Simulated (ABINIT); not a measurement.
Crystal: PtS2.

```
Pt S
1.0
     3.54320    0.00000    0.00000
    -1.77160    3.06850    0.00000
     0.00000    0.00000    5.03880
Pt S
1 2
Cartesian
  0.0000 0.0000 0.0000
  1.7716 1.0228 3.8950
  0.0000 2.0457 1.1438
```

Base run:

```yaml
Program: ABINIT 10.8.3 (patched build)
Functional: PBEsol
Potentials_or_basis: PseudoDojo NC SR PBEsol v0.4.1 standard
Cutoff: 1034 eV
k_mesh: 7 × 7 × 4
Occupations: fermi-dirac, width 0.05 eV
Spin: no spin polarisation
```

Its results: band gap on the k mesh 0.76 eV, indirect (least direct gap 0.93 eV); largest force 0.938 eV/Å.

Problem. The run is repeated on the same cell with these changes: functional from PBEsol to PBE; potentials or basis from PseudoDojo NC SR PBEsol v0.4.1 standard to PseudoDojo NC SR PBE v0.4.1 standard; cutoff from 1034 eV to 952 eV. What comes out?

Solution. Band gap on the k mesh 0.83 eV, indirect (least direct gap 1.01 eV); largest force 1.242 eV/Å.

Caveats: spin-orbit coupling is left out, which moves the levels of the heavy elements; an odd mesh through Γ misses points on the zone boundary, where band edges often lie; forces of over 1 eV/Å show positions far from the minimum, so gaps and moduli don't describe the material at rest (some runs).
